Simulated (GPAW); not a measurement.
Crystal: TePb.

```
CELL_PARAMETERS angstrom
0.00000 3.23100 3.23100
3.23100 0.00000 3.23100
3.23100 3.23100 0.00000
ATOMIC_POSITIONS crystal
Pb 0.00000 0.00000 0.00000
Te 0.50000 0.50000 0.50000
```

Base run:

* Program: GPAW 26.7.0
* Functional: mBEEF
* Potentials or basis: GPAW PAW data sets (gpaw-data 1.2.1)
* Cutoff: 600 eV
* Basis: pw
* k mesh: 6 × 6 × 6
* Occupations: fermi-dirac, width 0.05 eV
* Spin: spin-orbit coupling, no magnetisation

Its results: band gap on the k mesh 0.27 eV, indirect (least direct gap 0.39 eV).

Q: The run is repeated on the same cell with these changes: functional from mBEEF to vdW-DF-cx; soc after scf from second variation without the xc potential to second variation. What comes out?

A: Band gap on the k mesh 0.18 eV, indirect (least direct gap 0.35 eV).

Caveats: spin-orbit coupling was added after a scalar SCF, so levels and gaps hold it while energy, forces, pressure and moments don't; this program's spin-orbit splittings come out too wide for heavy elements.

A k mesh can miss the band edges.

Not every run made on this cell is shown here.
